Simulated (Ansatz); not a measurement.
# Si: a line through a two-coordinate scan

Aim: follow the energy of Si (Cmcm, No. 63; 12 atoms in the cell) along one coordinate, equal normal strain along x and y, with the other held at engineering shear strain xy = 0 %.

Program: Ansatz 0.2.0. Level of theory: DFT PBEsol, scalar-relativistic, plane waves, PAW. These are calculated values, not measurements.

2 further runs of the same task are left out: 1 that didn't finish, 1 set aside as unsound or not needed.

### Step 1. Starting point

The structure is orthorhombic, space group Cmcm (No. 63). Conventional cell: a = 3.823 Å, b = 10.695 Å, c = 12.654 Å, α = 90.00°, β = 90.00°, γ = 90.00°. Si (site symmetry m) has 4 Si at 2.33 to 2.37 Å as nearest neighbours. Si (site symmetry m) has 4 Si at 2.35 to 2.37 Å as nearest neighbours.

Structure file:

```cif
data_structure
_symmetry_space_group_name_H-M 'P 1'
_symmetry_Int_Tables_number 1
_cell_length_a 5.6790
_cell_length_b 5.6790
_cell_length_c 12.6538
_cell_angle_alpha 90.000
_cell_angle_beta 90.000
_cell_angle_gamma 140.660
_cell_volume 258.70
loop_
_atom_site_label
_atom_site_type_symbol
_atom_site_fract_x
_atom_site_fract_y
_atom_site_fract_z
_atom_site_occupancy
Si1 Si 0.75704 0.24296 0.94510 1
Si2 Si 0.24296 0.75704 0.05490 1
Si3 Si 0.75704 0.24296 0.55490 1
Si4 Si 0.24296 0.75704 0.44510 1
Si5 Si 0.42869 0.57131 0.15722 1
Si6 Si 0.57131 0.42869 0.84278 1
Si7 Si 0.42869 0.57131 0.34278 1
Si8 Si 0.57131 0.42869 0.65722 1
Si9 Si 0.97122 0.02878 0.90937 1
Si10 Si 0.02878 0.97122 0.09063 1
Si11 Si 0.97122 0.02878 0.59063 1
Si12 Si 0.02878 0.97122 0.40937 1
```

It goes back to an entry of the Materials Project, which need not be the stable form.

This cell was relaxed beforehand with the same method: volume 21.56 Å³/atom, gap on the mesh 0.40 eV.

### Step 2. The scan

The energy is mapped over two homogeneous strains (x along [1 0 0], y along [0 1 0], z along [0 0 1] of the conventional cell).

First coordinate, engineering shear strain xy: 7 values from −30 to 30 %. Second coordinate, equal normal strain along x and y: 7 values from −15 to 15 %.

Nothing else is relaxed (fractional coordinates fixed). Energies count from the relaxed crystal. Points are written as (first, second).

### Step 3. Point (0 %, −15 %)

Input file input.yaml:

```yaml
crystal:
  lattice:
    - [1.6248249671, -4.5455162327, 0.0]
    - [1.6248249671, 4.5455162327, 0.0]
    - [0.0, 0.0, 12.6538471797]
  atoms:
    - { symbol: Si, position: [0.7570405043, 0.2429594957, 0.9450993343] }
    - { symbol: Si, position: [0.2429594957, 0.7570405043, 0.0549006657] }
    - { symbol: Si, position: [0.7570405043, 0.2429594957, 0.5549006657] }
    - { symbol: Si, position: [0.2429594957, 0.7570405043, 0.4450993343] }
    - { symbol: Si, position: [0.4286865207, 0.5713134793, 0.157224205] }
    - { symbol: Si, position: [0.5713134793, 0.4286865207, 0.842775795] }
    - { symbol: Si, position: [0.4286865207, 0.5713134793, 0.342775795] }
    - { symbol: Si, position: [0.5713134793, 0.4286865207, 0.657224205] }
    - { symbol: Si, position: [0.971216289, 0.028783711, 0.9093716909] }
    - { symbol: Si, position: [0.028783711, 0.971216289, 0.0906283091] }
    - { symbol: Si, position: [0.971216289, 0.028783711, 0.5906283091] }
    - { symbol: Si, position: [0.028783711, 0.971216289, 0.4093716909] }
basis:
  ecutwfc: 420
kpoints:
  mp_grid: { grid: [10, 10, 4] }
hamiltonian:
  xc: pbesol
  pseudopotentials: { kind: paw, azcp: { folder: soft_1 } }
scf:
  occupations: { method: gaussian, width: 0.05 }
output:
  forces: true
  stress: true
  eigenvalues: true
```

Run with:

```console
$ ansatz run input.yaml --threads 4 --pin off --max-ram 8192MiB --backend cpu --events-out ev --progress --plain --runs-dir out
```

The program printed, shortened:

```text
Warning: <dir> the record states the generating functional pbe (its physics header spells it `PBE`), which answers neither for hamiltonian.xc's functional nor for the pbesol family's — results may be inconsistent (PPs are generated against a specific XC)
Warning: RAYON_NUM_THREADS=4 ignored (pool sized by the plan → 4); use --threads N
[...]
Pseudopotentials: kind: paw
Pseudopotential: Si, paw, valence charge 4, recommended cutoff 420 eV (normal), <dir>
Functional definition: PBEsol
[...]
Crystal: 12 atoms, lattice volume = 186.914 Å³
Basis set: ecut = 420 eV, 3661 PW (Γ), exchange–correlation on 72×72×180 points (8 copies of the dense FFT grid, shifted against one another)
Bands: 36, of which v1, the nominal top of the filled ones, is band 24 counted from 1 (23 counted from 0)
Symmetry: 8 space group operations
Space group: Cmcm (ITA 63), of the structure as read, at distance tolerance 5.7e-5 Å
k-points: 93 of 400
[...]
SCF iter   1: F=—  HF=-7448.548027 eV  |F-HF|=—  |Δ(HF+E_count)|=         —  Δρ=6.91e-2  dr2=1.21e1  ethr=3.10e-3  ⟨swp⟩=9.0  Hψ=21371  notcnv=0  defer=34
[...]
SCF iter   9: F=-7444.369444 eV  HF=-7444.369444 eV  |F-HF|=9.95e-9  |Δ(HF+E_count)|=   1.08e-7  Δρ=1.76e-6  dr2=9.48e-9  ethr=2.08e-10  ⟨swp⟩=15.3  Hψ=22433  notcnv=0
[...]
SCF converged after 9 iterations
Free energy (F): -7444.369444 eV
[...]
E sigma→0 (E₀):  -7444.367907 eV
Entropy (-TS):   -0.003073 eV (-0.256 meV/atom)
Fermi energy:    9.382705 eV
[...]
--- Forces (eV/Å), atoms counted from 1 ---
  atom   1  Si    -0.00000000     2.54268470    -0.58794629
  atom   2  Si    -0.00000000    -2.54268470     0.58794629
  atom   3  Si    -0.00000000     2.54268470     0.58794629
  atom   4  Si    -0.00000000    -2.54268470    -0.58794629
  atom   5  Si     0.00000000     1.63375238     4.98172831
  atom   6  Si     0.00000000    -1.63375238    -4.98172831
  atom   7  Si     0.00000000     1.63375238    -4.98172831
  atom   8  Si     0.00000000    -1.63375238     4.98172831
[...]
--- Stress (GPa, compression-positive) ---
       65.907768       0.000000       0.000000
        0.000000      77.180563       0.000000
        0.000000       0.000000      29.743534
  P = ⅓ Tr σ = 57.6106 GPa (576.106 kbar)
--- Band table (eV; the first three rows and the last of 93) ---
[...]
```

Wall time 12 s (4 threads of Arm Neoverse V1, shared host); peak memory 0.8 GiB.

Energy on the map's scale: 1037 meV/atom.

### Step 4. The run at (0 %, −10 %)

input.yaml, as its differences from that of step 3:

```diff
@@ -2,4 +2,4 @@
   lattice:
-    - [1.6248249671, -4.5455162327, 0.0]
-    - [1.6248249671, 4.5455162327, 0.0]
+    - [1.7204029063, -4.8128995405, 0.0]
+    - [1.7204029063, 4.8128995405, 0.0]
     - [0.0, 0.0, 12.6538471797]
```

Run with:

```console
$ ansatz run input.yaml --threads 4 --pin off --max-ram 8192MiB --backend cpu --events-out ev --progress --plain --runs-dir out
```

The program printed, shortened:

```text
Warning: <dir> the record states the generating functional pbe (its physics header spells it `PBE`), which answers neither for hamiltonian.xc's functional nor for the pbesol family's — results may be inconsistent (PPs are generated against a specific XC)
Warning: RAYON_NUM_THREADS=4 ignored (pool sized by the plan → 4); use --threads N
[...]
[... 3 set-up lines as earlier in the session ...]
[...]
Crystal: 12 atoms, lattice volume = 209.551 Å³
Basis set: ecut = 420 eV, 4087 PW (Γ), exchange–correlation on 72×72×180 points (8 copies of the dense FFT grid, shifted against one another)
Bands: 36, of which v1, the nominal top of the filled ones, is band 24 counted from 1 (23 counted from 0)
[... 1 set-up line as earlier in the session ...]
Space group: Cmcm (ITA 63), of the structure as read, at distance tolerance 5.9e-5 Å
k-points: 93 of 400
[...]
SCF iter   1: F=—  HF=-7454.978065 eV  |F-HF|=—  |Δ(HF+E_count)|=         —  Δρ=5.91e-2  dr2=9.21e0  ethr=3.10e-3  ⟨swp⟩=9.2  Hψ=21382  notcnv=0  defer=33
[...]
SCF iter   8: F=-7451.937089 eV  HF=-7451.937089 eV  |F-HF|=9.11e-9  |Δ(HF+E_count)|=   9.03e-7  Δρ=1.29e-6  dr2=4.08e-9  ethr=2.08e-10  ⟨swp⟩=15.8  Hψ=22979  notcnv=0
[...]
SCF converged after 8 iterations
Free energy (F): -7451.937089 eV
[...]
E sigma→0 (E₀):  -7451.936802 eV
Entropy (-TS):   -0.000574 eV (-0.048 meV/atom)
Fermi energy:    8.119923 eV
[...]
--- Forces (eV/Å), atoms counted from 1 ---
  atom   1  Si     0.00000000     1.09944800    -0.34953071
  atom   2  Si     0.00000000    -1.09944800     0.34953071
  atom   3  Si     0.00000000     1.09944800     0.34953071
  atom   4  Si     0.00000000    -1.09944800    -0.34953071
  atom   5  Si    -0.00000000     0.78767086     2.51708469
  atom   6  Si    -0.00000000    -0.78767086    -2.51708469
  atom   7  Si     0.00000000     0.78767086    -2.51708469
  atom   8  Si     0.00000000    -0.78767086     2.51708469
[...]
--- Stress (GPa, compression-positive) ---
       35.213480       0.000000       0.000000
        0.000000      40.422423       0.000000
        0.000000       0.000000      13.554775
  P = ⅓ Tr σ = 29.7302 GPa (297.302 kbar)
--- Band table (eV; the first three rows and the last of 93) ---
[...]
```

It took 13 s on 4 threads of Arm Neoverse V1, shared host; peak memory 0.87 GiB.

On the map this point reads 407 meV/atom.

### Step 5. Grid point (0 %, −5 %)

input.yaml, as its differences from that of step 4:

```diff
@@ -2,4 +2,4 @@
   lattice:
-    - [1.7204029063, -4.8128995405, 0.0]
-    - [1.7204029063, 4.8128995405, 0.0]
+    - [1.8159808456, -5.0802828483, 0.0]
+    - [1.8159808456, 5.0802828483, 0.0]
     - [0.0, 0.0, 12.6538471797]
@@ -31 +31,5 @@
   eigenvalues: true
+  write_density: true
+  write_potential: true
+  elf: true
+  volumetric_format: npy
```

Run with:

```console
$ ansatz run input.yaml --threads 4 --pin off --max-ram 8192MiB --backend cpu --events-out ev --progress --plain --runs-dir out
```

The program printed, shortened:

```text
[...]
SCF converged after 8 iterations
Free energy (F): -7455.746079 eV
[...]
E sigma→0 (E₀):  -7455.746058 eV
Entropy (-TS):   -0.000041 eV (-0.003 meV/atom)
Fermi energy:    6.915235 eV
[...]
--- Forces (eV/Å), atoms counted from 1 ---
  atom   1  Si     0.00000000     0.33846023    -0.15124693
  atom   2  Si    -0.00000000    -0.33846023     0.15124693
  atom   3  Si     0.00000000     0.33846023     0.15124693
  atom   4  Si    -0.00000000    -0.33846023    -0.15124693
  atom   5  Si     0.00000000     0.27631974     0.95581238
  atom   6  Si     0.00000000    -0.27631974    -0.95581238
  atom   7  Si     0.00000000     0.27631974    -0.95581238
  atom   8  Si     0.00000000    -0.27631974     0.95581238
[...]
--- Stress (GPa, compression-positive) ---
       13.986872       0.000000       0.000000
        0.000000      15.839313       0.000000
        0.000000       0.000000       4.651595
  P = ⅓ Tr σ = 11.4926 GPa (114.926 kbar)
--- Band table (eV; the first three rows and the last of 93) ---
[...]
```

Wall time 18 s (4 threads of Arm Neoverse V1, shared host); peak memory 0.92 GiB.

The maps below are laid out on this run's own conventional cell (a, b, c = 3.632, 10.161, 12.654 Å).

Density in a lattice plane of the grid's cell (edges 10.16 and 12.65 Å, at 0.000 of the third edge), which holds Si.

Ten even steps from ' ' (0.00 e/Å³) to '@' (0.56 e/Å³):
```
****%%@@++::++++::::....  ..::--::..::++
----@@@@##++@@@@**++++::..    ..  ..::++
**====------**%%----**--..          ::++
::....      ::++****++::            ....
            ..==%%@@==..                
::....      ::++****++::            ....
**====------**%%----**--..          ::++
----@@@@##++@@@@**++++::..    ..  ..::++
****%%@@++::++++::::....  ..::--::..::++
@@##====++**++::..      ..::++**++====##
**++::..::--::..  ....::::++++::++@@%%**
--++::..  ..    ..::++++**@@@@++##@@@@--
**++::          ..--**----%%**------====
::....            ::++****++::      ....
                  ..==@@%%==..          
::....            ::++****++::      ....
**++::          ..--**----%%**------====
--++::..  ..    ..::++++**@@@@++##@@@@--
**++::..::--::..  ....::::++++::++@@%%**
@@##====++**++::..      ..::++**++====##
```
Columns run along the first of these edges and rows up along the second, over one cell in 20 and 20 even steps from the bottom left corner. Atoms in the plane (fractional): Si at (0.24, 0.95), Si at (0.76, 0.05), Si at (0.24, 0.55), Si at (0.76, 0.45), Si at (0.57, 0.16), Si at (0.43, 0.84), Si at (0.57, 0.34), Si at (0.43, 0.66), Si at (0.03, 0.91), Si at (0.97, 0.09), Si at (0.03, 0.59), Si at (0.97, 0.41).

ELF in the same plane.

Ten even steps from ' ' (0.00) to '@' (0.95):
```
**==%%@@======**--::::..  ..==++--  ::**
--==%%@@##++@@@@**==**==..    ..    ::==
++==##%%**##@@%%==--++++..          --**
----::::..::++##****++--            ..::
            --%%@@@@##::                
----::::..::++##****++--            ..::
++==##%%**##@@%%==--++++..          --**
--==%%@@##++@@@@**==**==..    ..    ::==
**==%%@@======**--::::..  ..==++--  ::**
@@%%======++++--          --++++======%%
****::  --++==..  ..::::--**======@@%%==
--==::    ..    ..==**==**@@@@++##@@%%==
++**--          ..++++--==%%@@##**%%##==
--::..            --++****##++::..::::--
                  ::##@@@@%%--          
--::..            --++****##++::..::::--
++**--          ..++++--==%%@@##**%%##==
--==::    ..    ..==**==**@@@@++##@@%%==
****::  --++==..  ..::::--**======@@%%==
@@%%======++++--          --++++======%%
```
Columns run along the first of these edges and rows up along the second, over one cell in 20 and 20 even steps from the bottom left corner. Atoms in the plane (fractional): Si at (0.24, 0.95), Si at (0.76, 0.05), Si at (0.24, 0.55), Si at (0.76, 0.45), Si at (0.57, 0.16), Si at (0.43, 0.84), Si at (0.57, 0.34), Si at (0.43, 0.66), Si at (0.03, 0.91), Si at (0.97, 0.09), Si at (0.03, 0.59), Si at (0.97, 0.41).

Both are smooth fields of the valence electrons: close to the nuclei they are not physical.

Outside the cores ELF peaks at 0.96 on the Si–Si line, 1.2 Å from Si.

That is 89 meV/atom from the zero.

### Step 6. The run at (0 %, 5 %)

input.yaml, as its differences from that of step 5:

```diff
@@ -2,4 +2,4 @@
   lattice:
-    - [1.8159808456, -5.0802828483, 0.0]
-    - [1.8159808456, 5.0802828483, 0.0]
+    - [2.007136724, -5.6150494639, 0.0]
+    - [2.007136724, 5.6150494639, 0.0]
     - [0.0, 0.0, 12.6538471797]
@@ -31,5 +31 @@
   eigenvalues: true
-  write_density: true
-  write_potential: true
-  elf: true
-  volumetric_format: npy
```

Run with:

```console
$ ansatz run input.yaml --threads 4 --pin off --max-ram 8192MiB --backend cpu --events-out ev --progress --plain --runs-dir out
```

The program printed, shortened:

```text
[...]
SCF converged after 8 iterations
Free energy (F): -7455.999082 eV
[...]
E sigma→0 (E₀):  -7455.999082 eV
Fermi energy:    4.573079 eV
[...]
--- Forces (eV/Å), atoms counted from 1 ---
  atom   1  Si     0.00000000    -0.10086737     0.14459919
  atom   2  Si    -0.00000000     0.10086737    -0.14459919
  atom   3  Si     0.00000000    -0.10086737    -0.14459919
  atom   4  Si     0.00000000     0.10086737     0.14459919
  atom   5  Si     0.00000000    -0.14238924    -0.55612385
  atom   6  Si     0.00000000     0.14238924     0.55612385
  atom   7  Si     0.00000000    -0.14238924     0.55612385
  atom   8  Si     0.00000000     0.14238924    -0.55612385
[...]
--- Stress (GPa, compression-positive) ---
       -8.570387      -0.000000       0.000000
       -0.000000      -9.503564      -0.000000
        0.000000      -0.000000      -2.362101
  P = ⅓ Tr σ = -6.8120 GPa (-68.120 kbar)
--- Band table (eV; the first three rows and the last of 93) ---
[...]
```

Run time: 18 s. Hardware: 4 threads of Arm Neoverse V1, shared host; peak memory 1.1 GiB.

Energy on the map's scale: 68 meV/atom.

### Step 7. Grid point (0 %, 10 %)

input.yaml, as its differences from that of step 6:

```diff
@@ -2,4 +2,4 @@
   lattice:
-    - [2.007136724, -5.6150494639, 0.0]
-    - [2.007136724, 5.6150494639, 0.0]
+    - [2.1027146633, -5.8824327717, 0.0]
+    - [2.1027146633, 5.8824327717, 0.0]
     - [0.0, 0.0, 12.6538471797]
```

Run with:

```console
$ ansatz run input.yaml --threads 4 --pin off --max-ram 8192MiB --backend cpu --events-out ev --progress --plain --runs-dir out
```

The program printed, shortened:

```text
[...]
SCF converged after 9 iterations
Free energy (F): -7453.946515 eV
[...]
E sigma→0 (E₀):  -7453.946461 eV
Entropy (-TS):   -0.000108 eV (-0.009 meV/atom)
Fermi energy:    3.710399 eV
[...]
--- Forces (eV/Å), atoms counted from 1 ---
  atom   1  Si    -0.00000000    -0.07270149     0.26473292
  atom   2  Si    -0.00000000     0.07270149    -0.26473292
  atom   3  Si    -0.00000000    -0.07270149    -0.26473292
  atom   4  Si    -0.00000000     0.07270149     0.26473292
  atom   5  Si     0.00000000    -0.20450811    -0.85268641
  atom   6  Si     0.00000000     0.20450811     0.85268641
  atom   7  Si     0.00000000    -0.20450811     0.85268641
  atom   8  Si     0.00000000     0.20450811    -0.85268641
[...]
--- Stress (GPa, compression-positive) ---
      -13.357305       0.000000       0.000000
        0.000000     -14.676022       0.000000
        0.000000       0.000000      -3.429304
  P = ⅓ Tr σ = -10.4875 GPa (-104.875 kbar)
--- Band table (eV; the first three rows and the last of 93) ---
[...]
```

It took 19 s on 4 threads of Arm Neoverse V1, shared host; peak memory 1.1 GiB.

That is 239 meV/atom from the zero.

### Step 8. The run at (0 %, 15 %)

input.yaml, as its differences from that of step 7:

```diff
@@ -2,4 +2,4 @@
   lattice:
-    - [2.1027146633, -5.8824327717, 0.0]
-    - [2.1027146633, 5.8824327717, 0.0]
+    - [2.1982926025, -6.1498160795, 0.0]
+    - [2.1982926025, 6.1498160795, 0.0]
     - [0.0, 0.0, 12.6538471797]
```

Run with:

```console
$ ansatz run input.yaml --threads 4 --pin off --max-ram 8192MiB --backend cpu --events-out ev --progress --plain --runs-dir out
```

The program printed, shortened:

```text
Warning: <dir> the record states the generating functional pbe (its physics header spells it `PBE`), which answers neither for hamiltonian.xc's functional nor for the pbesol family's — results may be inconsistent (PPs are generated against a specific XC)
Warning: RAYON_NUM_THREADS=4 ignored (pool sized by the plan → 4); use --threads N
[...]
[... 3 set-up lines as earlier in the session ...]
[...]
Crystal: 12 atoms, lattice volume = 342.137 Å³
Basis set: ecut = 420 eV, 6669 PW (Γ), exchange–correlation on 90×90×180 points (8 copies of the dense FFT grid, shifted against one another)
Bands: 36, of which v1, the nominal top of the filled ones, is band 24 counted from 1 (23 counted from 0)
[... 1 set-up line as earlier in the session ...]
Space group: Cmcm (ITA 63), of the structure as read, at distance tolerance 7.0e-5 Å
k-points: 93 of 400
[...]
SCF iter   1: F=—  HF=-7451.999232 eV  |F-HF|=—  |Δ(HF+E_count)|=         —  Δρ=3.06e-2  dr2=3.41e0  ethr=3.10e-3  ⟨swp⟩=8.4  Hψ=19419  notcnv=0  defer=26
[...]
SCF iter   9: F=-7451.168335 eV  HF=-7451.168335 eV  |F-HF|=1.27e-8  |Δ(HF+E_count)|=   3.93e-7  Δρ=1.32e-6  dr2=9.98e-9  ethr=2.08e-10  ⟨swp⟩=14.7  Hψ=20190  notcnv=0
[...]
SCF converged after 9 iterations
Free energy (F): -7451.168335 eV
[...]
E sigma→0 (E₀):  -7451.168017 eV
Entropy (-TS):   -0.000636 eV (-0.053 meV/atom)
Fermi energy:    2.956441 eV
[...]
--- Forces (eV/Å), atoms counted from 1 ---
  atom   1  Si    -0.00000000     0.00593181     0.34948996
  atom   2  Si    -0.00000000    -0.00593181    -0.34948996
  atom   3  Si     0.00000000     0.00593181    -0.34948996
  atom   4  Si    -0.00000000    -0.00593181     0.34948996
  atom   5  Si     0.00000000    -0.23038392    -0.99126170
  atom   6  Si    -0.00000000     0.23038392     0.99126170
  atom   7  Si    -0.00000000    -0.23038392     0.99126170
  atom   8  Si     0.00000000     0.23038392    -0.99126170
[...]
--- Stress (GPa, compression-positive) ---
      -15.486062      -0.000000       0.000000
       -0.000000     -16.848625      -0.000000
        0.000000      -0.000000      -3.907520
  P = ⅓ Tr σ = -12.0807 GPa (-120.807 kbar)
--- Band table (eV; the first three rows and the last of 93) ---
[...]
```

Wall time 21 s (4 threads of Arm Neoverse V1, shared host); peak memory 1.2 GiB.

On the map this point reads 471 meV/atom.

### Step 9. The line in numbers

```
equal normal strain along x and y (%)  step  energy (meV/atom)  slope (meV/atom per %)  pressure (GPa)  band gap on the k-mesh (eV)  largest force on an atom (eV/Å)
                                  −15     3               1037                    −164              58                         0.00                             5.24
                                  −10     4                407                     −92              30                         0.00                             2.64
                                   −5     5                 89                     −38              11                         0.14                             0.99
                                    0     –                  0                       0               0                         0.40                             0.00
                                    5     6                 68                      26              −7                         0.44                             0.57
                                   10     7                239                      41             −10                         0.08                             0.88
                                   15     8                471                      50             −12                         0.00                             1.02
```

Energies count from the relaxed crystal. Rows without a step come from runs not printed here or follow by symmetry. Slopes come from the forces (and the stress, where the cell changes), not from differences of energies.

In words: The lowest point of the line is at 0 %, 0 meV/atom from the zero. Energies and slopes round the minimum, fitted together, put the minimum at 0.0 %, with a curvature of about 6.3 meV/atom per %². Divided by the reference volume, that is a stiffness of about 470 GPa for this pattern of strain, with the ions clamped. The well is lopsided: two grid steps out, the energy rises by 407 meV/atom towards smaller values and 239 meV/atom towards larger ones. The highest point computed, at −15 %, lies 1037 meV/atom above the lowest. The gap on the mesh reads zero on part of the line; semilocal functionals close small gaps early. This is one cut through a surface in two coordinates; it holds the lowest point sampled, which need not be a minimum. The gap on the mesh closes on part of the grid.
